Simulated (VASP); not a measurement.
# Sn (P2_13) in VASP: further runs

The runs below take Sn through relaxation of cell and atoms, single point, with PBE.

Program: VASP 6.6.1. These are calculated values, not measurements. Logs are shortened: lines on timing, memory, paths and dates and some standing lists are left out, and cuts for length are marked.

### 1 The structure

It takes space group P2_13 (No. 198, cubic). The conventional cell has a = 5.482 Å, b = 5.482 Å, c = 5.482 Å, α = 90.00°, β = 90.00°, γ = 90.00°. Sn (site symmetry 3) is surrounded by 12 Sn at 3.67 to 4.13 Å.

The cell was built by a generator and needn't be a form met in nature.

### 2 Relaxation of cell and atoms, PBE

The input, INCAR:

```
PREC = Accurate ; ENCUT = 600
EDIFF = 1E-7 ; ISMEAR = 0
SIGMA = 0.1 ; LREAL = False
LASPH = True ; NELM = 100
ALGO = Normal ; ISIF = 3
LWAVE = False ; LCHARG = False
GGA = PE ; IBRION = 2
NSW = 90 ; EDIFFG = -0.04
```

The input, KPOINTS:

```
Automatic mesh
0
Gamma
  4 4 4
```

The input, POSCAR:

```
Sn
1.0
    5.4820452168      0.0000000000      0.0000000000
    0.0000000000      5.4820452168      0.0000000000
    0.0000000000      0.0000000000      5.4820452168
Sn
4
Direct
    0.0300000000      0.0300000000      0.0300000000
    0.4700000000      0.9700000000      0.5300000000
    0.5300000000      0.4700000000      0.9700000000
    0.9700000000      0.5300000000      0.4700000000
```

Potentials or basis: VASP PAW PBE potentials, release 64 (Sn_d).

On the command line:

```bash
$ cat potpaw_PBE.64/Sn_d/POTCAR > POTCAR
$ mpirun -np 1 vasp_std > vasp.out
```

OUTCAR:

```text
PREC = Accurate
   ENCUT = 600
   EDIFF = 1E-7
   ISMEAR = 0
   LREAL = False
   LASPH = True
   NELM = 100
   ISIF = 3
   GGA = PE
   IBRION = 2
   NSW = 90
   EDIFFG = -0.04

 ion  position               nearest neighbor table
   1  0.030  0.030  0.030-   2 3.67   3 3.67   4 3.67   2 3.67   4 3.67   3 3.67
   2  0.470  0.970  0.530-   1 3.67   3 3.67   4 3.67   1 3.67   3 3.67   4 3.67
   3  0.530  0.470  0.970-   1 3.67   2 3.67   4 3.67   4 3.67   2 3.67   1 3.67
   4  0.970  0.530  0.470-   1 3.67   2 3.67   3 3.67   3 3.67   1 3.67   2 3.67

  LATTYP: Found a simple cubic cell.
 ALAT       =     5.4820452168

  Lattice vectors:

 A1 = (   5.4820452168,   0.0000000000,   0.0000000000)
 A2 = (   0.0000000000,   5.4820452168,   0.0000000000)
 A3 = (   0.0000000000,   0.0000000000,   5.4820452168)

Analysis of symmetry for initial positions (statically):
=====================================================================
 Subroutine PRICEL returns:
 Original cell was already a primitive cell.

 Routine SETGRP: Setting up the symmetry group for a
 simple cubic supercell.

 Subroutine GETGRP returns: Found 12 space group operations
 (whereof  3 operations were pure point group operations)
 out of a pool of 48 trial point group operations.

The static configuration has the point symmetry C_3 .
 The point group associated with its full space group is T   .

Analysis of symmetry for dynamics (positions and initial velocities):
=====================================================================
 Subroutine PRICEL returns:
 Original cell was already a primitive cell.

 Routine SETGRP: Setting up the symmetry group for a
 simple cubic supercell.

 Subroutine GETGRP returns: Found 12 space group operations
 (whereof  3 operations were pure point group operations)
 out of a pool of 48 trial point group operations.

The dynamic configuration has the point symmetry C_3 .
 The point group associated with its full space group is T   .

 Subroutine INISYM returns: Found 12 space group operations
 (whereof  3 operations are pure point group operations),
 and found     1 'primitive' translations

----------------------------------------------------------------------------------------

                                     Primitive cell

  volume of cell :     164.7509

  direct lattice vectors                    reciprocal lattice vectors
     5.482045217  0.000000000  0.000000000     0.182413672  0.000000000  0.000000000
     0.000000000  5.482045217  0.000000000     0.000000000  0.182413672  0.000000000
     0.000000000  0.000000000  5.482045217     0.000000000  0.000000000  0.182413672

  length of vectors
     5.482045217  5.482045217  5.482045217     0.182413672  0.182413672  0.182413672

  position of ions in fractional coordinates (direct lattice)
     0.030000000  0.030000000  0.030000000
     0.470000000  0.970000000  0.530000000
     0.530000000  0.470000000  0.970000000
     0.970000000  0.530000000  0.470000000

  ion indices of the primitive-cell ions
   primitive index   ion index
                 1           1
                 2           2
                 3           3
                 4           4

----------------------------------------------------------------------------------------

 KPOINTS: Automatic mesh

Automatic generation of k-mesh.
 Grid dimensions read from file:
 generate k-points for:    4    4    4

 Generating k-lattice:

  Cartesian coordinates                     Fractional coordinates (reciprocal lattice)
     0.045603418  0.000000000  0.000000000     0.250000000  0.000000000  0.000000000
     0.000000000  0.045603418  0.000000000     0.000000000  0.250000000  0.000000000
     0.000000000  0.000000000  0.045603418     0.000000000  0.000000000  0.250000000

  Length of vectors
     0.045603418  0.045603418  0.045603418

  Shift w.r.t. Gamma in fractional coordinates (k-lattice)
     0.000000000  0.000000000  0.000000000

 Subroutine IBZKPT returns following result:
 ===========================================

 Found     11 irreducible k-points:

 Following reciprocal coordinates:
            Coordinates               Weight
  0.000000  0.000000  0.000000      1.000000
  0.250000  0.000000  0.000000      6.000000
  0.500000  0.000000  0.000000      3.000000
  0.250000  0.250000  0.000000     12.000000
  0.500000  0.250000  0.000000      6.000000
 -0.250000  0.500000  0.000000      6.000000
  0.500000  0.500000  0.000000      3.000000
  0.250000  0.250000  0.250000      8.000000
  0.500000  0.250000  0.250000     12.000000
  0.500000  0.500000  0.250000      6.000000
  0.500000  0.500000  0.500000      1.000000
   k-points           NKPTS =     11   k-points in BZ     NKDIM =     11   number of bands    NBANDS=     33
   number of dos      NEDOS =    301   number of ions     NIONS =      4
   total plane-waves  NPLWV = 110592
   dimension x,y,z NGX =    48 NGY =   48 NGZ =   48
   dimension x,y,z NGXF=    96 NGYF=   96 NGZF=   96
   ions per type =               4
   NGX,Y,Z   is equivalent  to a cutoff of  14.56, 14.56, 14.56 a.u.
   NGXF,Y,Z  is equivalent  to a cutoff of  29.11, 29.11, 29.11 a.u.
 SYSTEM =  unknown system
   PREC   = accura    normal or accurate (medium, high low for compatibility)
   ISTART =      0    job   : 0-new  1-cont  2-samecut
   ICHARG =      2    charge: 1-file 2-atom 10-const
   ISPIN  =      1    spin polarized calculation?
   LNONCOLLINEAR =      F non collinear calculations
   LSORBIT =      F    spin-orbit coupling
   LASPH  =      T    aspherical Exc in radial PAW
   ENCUT  =  600.0 eV  44.10 Ry    6.64 a.u.  10.95 10.95 10.95*2*pi/ulx,y,z
   NELM   =    100;   NELMIN=  2; NELMDL= -5     # of ELM steps
   EDIFF  = 0.1E-06   stopping-criterion for ELM
   LREAL  =      F    real-space projection
   EDIFFG = -.4E-01   stopping-criterion for IOM
   NSW    =     90    number of steps for IOM
   IBRION =      2    ionic relax: 0-MD 1-quasi-New 2-CG
   NFREE  =      1    steps in history (QN), initial steepest desc. (CG)
   ISIF   =      3    stress and relaxation
   ISYM   =      2    0-nonsym 1-usesym 2-fastsym
   POTIM  = 0.5000    time-step for ionic-motion
   TEBEG  =    0.0;   TEEND  =   0.0 temperature during run
   PSTRESS=    0.0 pullay stress
   NELECT =      56.0000    total number of electrons
   NUPDOWN=      -1.0000    fix difference up-down
   EMIN   =  10.00;   EMAX   =-10.00  energy-range for DOS
   EFERMI =   0.00;   METHOD = LEGACY
   ISMEAR =     0;   SIGMA  =   0.10  broadening in eV -4-tet -1-fermi 0-gaus
   EFERMI_NEDOS =   21; number of points for ismear=-14 and -15
   IALGO  =     38    algorithm
   IMIX   =      4    mixing-type and parameters
     AMIX     =   0.40;   BMIX     =  1.00
     AMIX_MAG =   1.60;   BMIX_MAG =  1.00
  volume/ion in A,a.u.               =      41.19       277.95
  Fermi-wavevector in a.u.,A,eV,Ry     =   1.142514  2.159039 17.760207  1.305338
  Thomas-Fermi vector in A             =   2.279212
   LORBIT       =      0    0 simple, 1 ext, 2 COOP (PROOUT), +10 PAW based schemes
   GGA     = PE    functional components
   LHFCALC =     F    Hartree Fock is set to
   AEXX    =    0.0000 exact exchange contribution
   IVDW    =     0    specifies the selected vdW correction
   LEPSILON=     F    determine dielectric tensor
   LRPA    =     F    only Hartree local field effects (RPA)
 conjugate gradient relaxation of ions
 non-spin polarized calculation
 Gauss-broadening in eV      SIGMA  =   0.10
  energy-cutoff  :      600.00
  volume of cell :      164.75
 maximum number of plane-waves:      5528
 NGX is ok and might be reduce to    48
   NGX = 21   NGY = 21   NGZ = 21

--------------------------------------- Ionic step        1  -------------------------------------------

 number of electron      56.0000010 magnetization

 Free energy of the ion-electron system (eV)
  ---------------------------------------------------
  ext. energy  EPLUGINS =         0.00000000
  ---------------------------------------------------
  free energy    TOTEN  =       -13.67057575 eV

  energy without entropy =      -13.66196965  energy(sigma->0) =      -13.66627270

 E-fermi :   4.0732     XC(G=0):  -8.5298

 val. band max:        3.9602566287   @ k =   0.2500   0.0000   0.0000
 cond. band min:       4.0873994998   @ k =   0.2500   0.2500   0.2500
 fundamental gap:      0.1271428711
 Fermi energy:         4.0732261255

 k-point     1 :       0.0000    0.0000    0.0000
  band No.  band energies     occupation
      1     -17.6057      2.00000
      2     -17.6057      2.00000
      3     -17.6057      2.00000
      4     -17.5908      2.00000
      5     -17.5908      2.00000
      6     -17.5908      2.00000
[... 420 lines left out ...]
  energy  without entropy=      -13.6619696490  energy(sigma->0) =      -13.66627270

--------------------------------------- Ionic step        2  -------------------------------------------

 number of electron      56.0000001 magnetization

 E-fermi :   6.8556     XC(G=0):  -9.7721

 val. band max:        6.5200627524   @ k =   0.2500   0.0000   0.0000
 cond. band min:       6.8896258773   @ k =   0.2500   0.2500   0.2500
 fundamental gap:      0.3695631249
 Fermi energy:         6.8555910112

 k-point     1 :       0.0000    0.0000    0.0000
  band No.  band energies     occupation
      1     -14.8406      2.00000
      2     -14.8406      2.00000
      3     -14.8406      2.00000
      4     -14.7977      2.00000
      5     -14.7977      2.00000
      6     -14.7977      2.00000
[... 454 lines left out ...]
  FREE ENERGIE OF THE ION-ELECTRON SYSTEM (eV)
  ---------------------------------------------------
  free  energy   TOTEN  =       -15.2717775523 eV

  energy  without entropy=      -15.2621920056  energy(sigma->0) =      -15.26698478

[... ionic steps 4 to 7 ...]

--------------------------------------- Ionic step        8  -------------------------------------------

 number of electron      55.9999994 magnetization

------------------------ aborting loop because EDIFF is reached ----------------------------------------

  FORCE on cell =-STRESS in cart. coord.  units (eV):
  Direction    XX          YY          ZZ          XY          YZ          ZX
  --------------------------------------------------------------------------------------
  -------------------------------------------------------------------------------------
  Total        0.6504061      0.6504061      0.6504061     -0.0000000      0.0000000      0.0000000
  in kB        9.4324180      9.4324180      9.4324180     -0.0000000      0.0000000      0.0000000
  external PRESSURE =       9.4324180 kB  Pullay stress =       0.0000000 kB
[... 61 lines left out ...]
  energy  without entropy=      -15.3477318372  energy(sigma->0) =      -15.35161794

--------------------------------------- Ionic step       10  -------------------------------------------

 number of electron      56.0000009 magnetization

 Free energy of the ion-electron system (eV)
  ---------------------------------------------------
  ext. energy  EPLUGINS =         0.00000000
  ---------------------------------------------------
  free energy    TOTEN  =       -15.35658961 eV

  energy without entropy =      -15.34960226  energy(sigma->0) =      -15.35309593

 E-fermi :   7.9018     XC(G=0): -10.1921

 val. band max:        7.6859760963   @ k =   0.5000   0.5000   0.0000
 cond. band min:       7.9123769662   @ k =   0.5000   0.5000   0.0000
 fundamental gap:      0.2264008699
 Fermi energy:         7.9018040300

 k-point     1 :       0.0000    0.0000    0.0000
  band No.  band energies     occupation
      1     -13.9165      2.00000
      2     -13.9165      2.00000
      3     -13.9165      2.00000
      4     -13.8641      2.00000
      5     -13.8641      2.00000
      6     -13.8641      2.00000
[... 416 lines left out ...]
  FREE ENERGIE OF THE ION-ELECTRON SYSTEM (eV)
  ---------------------------------------------------
  free  energy   TOTEN  =       -15.3565896100 eV

  energy  without entropy=      -15.3496022569  energy(sigma->0) =      -15.35309593

 reached required accuracy - stopping structural energy minimisation
```

It took 11 min on 1 thread of AMD EPYC 7R13 (Zen 3), shared host; peak memory 0.32 GiB.

What came out:

* Free energy: -15.3566 eV
* Relaxed volume: 28.19 Å³/atom
* Relaxed cell: a = 4.831 Å, b = 4.831 Å, c = 4.831 Å, α = 90.00°, β = 90.00°, γ = 90.00°
* Space group after relaxing (to 0.05 Å): P2_13 (No. 198)
* Energy gained by relaxing: 421.5 meV/atom
* Ionic steps: 10
* Pressure after relaxing: -0.2 GPa
* Largest force after relaxing: 0.036 eV/Å
* Band gap on the k mesh: none (metal or under the smearing width)

Forces on the atoms (eV/Å):
```
Sn  -0.021 -0.021 -0.021
Sn   0.021  0.021 -0.021
Sn  -0.021  0.021  0.021
Sn   0.021 -0.021  0.021
```

Step by step:
| step | energy change (eV) | largest force (eV/Å) | pressure (GPa) | volume (Å³) |
| --- | --- | --- | --- | --- |
| 1 | 0.0000 | 0.2582 | -7.52 | 164.75 |
| 2 | -1.5441 | 0.0437 | -2.46 | 122.82 |
| 3 | -1.6012 | 0.1593 | -0.29 | 116.33 |
| 4 | -1.6017 | 0.1776 | 0.05 | 115.47 |
| 5 | -1.6079 | 0.1784 | 0.02 | 115.24 |
| 6 | -1.6260 | 0.1612 | 0.04 | 114.55 |
| 7 | -1.6520 | 0.1139 | 0.23 | 113.18 |
| 8 | -1.6770 | 0.0483 | 0.94 | 110.48 |
| 9 | -1.6849 | 0.0432 | 0.16 | 112.00 |
| 10 | -1.6860 | 0.0362 | -0.21 | 112.77 |

Final structure:
```yaml
crystal:
  lattice:
    - [4.83134, 0.00000, 0.00000]
    - [0.00000, 4.83134, 0.00000]
    - [0.00000, 0.00000, 4.83134]
  atoms:
    - { symbol: Sn, position: [0.00599, 0.00599, 0.00599] }
    - { symbol: Sn, position: [0.49401, 0.99401, 0.50599] }
    - { symbol: Sn, position: [0.50599, 0.49401, 0.99401] }
    - { symbol: Sn, position: [0.99401, 0.50599, 0.49401] }
```

Caveat: the volume moved by over 15 % at a fixed basis, so the end points are rough.

### 3 Single point, PBE

The input, INCAR:

```
ALGO = Normal ; EDIFF = 1E-7
ENCUT = 520 ; GGA = PE
ISIF = 2 ; ISMEAR = 0
LASPH = True ; LCHARG = False
LREAL = False ; LWAVE = False
NBANDS = 36 ; NELM = 100
PREC = Accurate ; SIGMA = 0.1
```

The input, KPOINTS:

```
k-points
0
Gamma
  4 4 4
```

POSCAR is that of step 2.

Potentials or basis: VASP PAW PBE potentials, release 64 (Sn_d).

On the command line:

```bash
$ cat potpaw_PBE.64/Sn_d/POTCAR > POTCAR
$ mpirun -np 1 vasp_std > vasp.out
```

OUTCAR:

```text
EDIFF = 1E-7
   ENCUT = 520
   GGA = PE
   ISIF = 2
   ISMEAR = 0
   LASPH = True
   LREAL = False
   NELM = 100
   PREC = Accurate

 ion  position               nearest neighbor table
   1  0.030  0.030  0.030-   2 3.67   3 3.67   4 3.67   2 3.67   4 3.67   3 3.67
   2  0.470  0.970  0.530-   1 3.67   3 3.67   4 3.67   1 3.67   3 3.67   4 3.67
   3  0.530  0.470  0.970-   1 3.67   2 3.67   4 3.67   4 3.67   2 3.67   1 3.67
   4  0.970  0.530  0.470-   1 3.67   2 3.67   3 3.67   3 3.67   1 3.67   2 3.67

  LATTYP: Found a simple cubic cell.
 ALAT       =     5.4820452168

  Lattice vectors:

 A1 = (   5.4820452168,   0.0000000000,   0.0000000000)
 A2 = (   0.0000000000,   5.4820452168,   0.0000000000)
 A3 = (   0.0000000000,   0.0000000000,   5.4820452168)

Analysis of symmetry for initial positions (statically):
=====================================================================
 Subroutine PRICEL returns:
 Original cell was already a primitive cell.

 Routine SETGRP: Setting up the symmetry group for a
[... 158 lines left out ...]
  free energy    TOTEN  =       -13.67054756 eV

  energy without entropy =      -13.66194192  energy(sigma->0) =      -13.66624474

 E-fermi :   4.0733     XC(G=0):  -8.5298

 val. band max:        3.9603226750   @ k =   0.2500   0.0000   0.0000
 cond. band min:       4.0874783002   @ k =   0.2500   0.2500   0.2500
 fundamental gap:      0.1271556252
 Fermi energy:         4.0733024475

 k-point     1 :       0.0000    0.0000    0.0000
  band No.  band energies     occupation
      1     -17.6057      2.00000
      2     -17.6057      2.00000
      3     -17.6057      2.00000
      4     -17.5908      2.00000
      5     -17.5908      2.00000
      6     -17.5908      2.00000
[... 418 lines left out ...]
     35       7.7341      0.00000
     36       7.7341      0.00000

------------------------ aborting loop because EDIFF is reached ----------------------------------------

  FORCE on cell =-STRESS in cart. coord.  units (eV):
  Direction    XX          YY          ZZ          XY          YZ          ZX
  --------------------------------------------------------------------------------------
  -------------------------------------------------------------------------------------
  Total       -7.7565903     -7.7565903     -7.7565903      0.0000000      0.0000000      0.0000000
  in kB      -75.4316478    -75.4316478    -75.4316478      0.0000000      0.0000000      0.0000000
  external PRESSURE =     -75.4316478 kB  Pullay stress =       0.0000000 kB

 VOLUME and BASIS-vectors are now :
 -----------------------------------------------------------------------------
  energy-cutoff  :      520.00
  volume of cell :      164.75
      direct lattice vectors                 reciprocal lattice vectors
     5.482045217  0.000000000  0.000000000     0.182413672  0.000000000  0.000000000
     0.000000000  5.482045217  0.000000000     0.000000000  0.182413672  0.000000000
     0.000000000  0.000000000  5.482045217     0.000000000  0.000000000  0.182413672

 POSITION                                       TOTAL-FORCE (eV/Angst)
 -----------------------------------------------------------------------------------
      0.16446      0.16446      0.16446         0.149087      0.149087      0.149087
      2.57656      5.31758      2.90548        -0.149087     -0.149087      0.149087
      2.90548      2.57656      5.31758         0.149087     -0.149087     -0.149087
      5.31758      2.90548      2.57656        -0.149087      0.149087     -0.149087
 -----------------------------------------------------------------------------------
    total drift:                                0.000000      0.000000     -0.000000

  FREE ENERGIE OF THE ION-ELECTRON SYSTEM (eV)
  ---------------------------------------------------
  free  energy   TOTEN  =       -13.6705475553 eV

  energy  without entropy=      -13.6619419204  energy(sigma->0) =      -13.66624474
```

OSZICAR:

```text
N       E                     dE             d eps       ncg     rms          rms(c)
DAV:   1     0.529499255621E+03    0.52950E+03   -0.27542E+04   800   0.214E+03
DAV:   2     0.571050626211E+02   -0.47239E+03   -0.46559E+03   800   0.540E+02
DAV:   3    -0.103099502782E+02   -0.67415E+02   -0.66614E+02   916   0.185E+02
DAV:   4    -0.135791169294E+02   -0.32692E+01   -0.32599E+01   872   0.427E+01
DAV:   5    -0.136882985823E+02   -0.10918E+00   -0.10916E+00  1020   0.832E+00    0.154E+00
DAV:   6    -0.136719317945E+02    0.16367E-01   -0.66336E-02   912   0.221E+00    0.853E-01
DAV:   7    -0.136701409294E+02    0.17909E-02   -0.40280E-02   868   0.156E+00    0.173E-01
DAV:   8    -0.136704962617E+02   -0.35533E-03   -0.39869E-03   840   0.677E-01    0.499E-02
DAV:   9    -0.136705264156E+02   -0.30154E-04   -0.16729E-04  1156   0.809E-02    0.349E-02
DAV:  10    -0.136705462074E+02   -0.19792E-04   -0.46541E-05   804   0.592E-02    0.692E-03
DAV:  11    -0.136705481304E+02   -0.19230E-05   -0.71864E-06   928   0.294E-02    0.306E-03
DAV:  12    -0.136705476061E+02    0.52428E-06   -0.28024E-07   624   0.320E-03    0.141E-03
DAV:  13    -0.136705475553E+02    0.50797E-07   -0.99209E-08   436   0.207E-03
   1 F= -.13670548E+02 E0= -.13666245E+02  d E =-.860563E-02
```

Wall time 60 s (1 thread of AMD EPYC 7R13 (Zen 3), shared host); peak memory 0.23 GiB.

Results:

* Free energy: -13.6705 eV
* Pressure: -7.5 GPa
* Largest force: 0.258 eV/Å
* Band gap on the k mesh: none (metal or under the smearing width)

Forces in eV/Å, atoms in the order of the input:
```
Sn   0.149  0.149  0.149
Sn  -0.149 -0.149  0.149
Sn   0.149 -0.149 -0.149
Sn  -0.149  0.149 -0.149
```
